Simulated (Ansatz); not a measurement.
Theory: DFT PBE, scalar-relativistic, plane waves, PAW in Ansatz 0.2.0. Settings: cutoff 420 eV, Γ-centred meshes spaced at most about 0.3 Å⁻¹, and about 0.25 Å⁻¹ or finer for metals (2π included), Gaussian smearing. No spin polarisation.

All energies are static (0 K, no zero-point motion).

Compare these two cells of Li3Br, each relaxed at this level.

A.

Space group R32:H (No. 155). a = 6.078 Å, b = 6.078 Å, c = 9.173 Å, α = 90.00°, β = 90.00°, γ = 120.00°
```
atom  site  symmetry       x       y       z
  Li    9e        .2  0.3333  0.3718  0.1667
  Br    3a        32  0.0000  0.0000  0.0000
```

B.

Space group Pmm2 (No. 25). a = 3.562 Å, b = 5.762 Å, c = 6.388 Å, α = 90.00°, β = 90.00°, γ = 90.00°
| atom | site | symmetry | x | y | z |
| --- | --- | --- | --- | --- | --- |
| Li | 2g | m.. | 0.0000 | 0.7612 | 0.3187 |
| Li | 1c | mm2 | 0.5000 | 0.0000 | 0.7111 |
| Br | 1a | mm2 | 0.0000 | 0.0000 | 0.9848 |

Question: Which is lower in energy, and by how much?

Answer: A is lower, by 57 meV/atom. A has space group R32 (No. 155), 24.5 Å³/atom and no gap on its mesh; B has space group Pmm2 (No. 25), 32.8 Å³/atom and no gap. Counting Li atoms around Br (those within 1.25 times the shortest such distance or 1.15 times the sum of covalent radii), A has Br 6 and B has Br 4. The denser one is the lower, and pressure would at first widen the difference. Both come from invented guesses.

Cells relaxed within their symmetry can be saddle points.
